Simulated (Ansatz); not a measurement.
TiAl:

```xyz
2
Lattice="2.8673 0.0000 0.0000 -1.4336 2.4831 0.0000 0.0000 0.0000 4.6781" Properties=species:S:1:pos:R:3 pbc="T T T"
Ti    0.0000    0.0000    0.0000
Al    0.0000    1.6554    2.3390
```

The cell comes from a database or a generator and needn't be the stable form of this composition.

| Item | Value |
| --- | --- |
| Program | Ansatz 0.2.0 |
| Task | relaxation of cell and atoms |
| Functional | HSE06 |
| Potentials or basis | Ansatz PAW |
| Cutoff | 420 eV (not typed: the program's choice for these potentials) |
| k mesh | 6 × 6 × 3 |
| Occupations | fermi-dirac, width 0.05 eV |
| Spin | no spin polarisation |

At the start: volume 16.65 Å³/atom.

How do energy, volume and symmetry change on relaxing?

It ends after 5 steps and the volume is 16.55 Å³/atom (-0.6 %); space group P-6m2 (No. 187, to 0.05 Å).

The path:
```
step  energy change (eV)  largest force (eV/Å)  volume (Å³)
   1              0.0000                0.0000        33.31
   2             -0.0013                0.0000        32.85
   3             -0.0041                0.0000        33.13
   4             -0.0041                0.0000        33.10
   5             -0.0041                0.0000        33.10
```

Final structure:
```
Ti Al
1.0
     2.87572    0.00000    0.00000
    -1.43786    2.49045    0.00000
     0.00000    0.00000    4.62152
Ti Al
1 1
Direct
  0.00000 0.00000 0.00000
  0.33333 0.66667 0.50000
```

Caveat: the k mesh is coarse (spacing up to 0.45 Å⁻¹), so the values aren't converged, least of all with exact exchange; the plane-wave basis is chosen anew once the cell has moved, so the energies of steps on either side of that aren't comparable; the PAW data sets come from PBE, with cores solved anew for the run's functional, which leaves a small shift of forces and pressure.
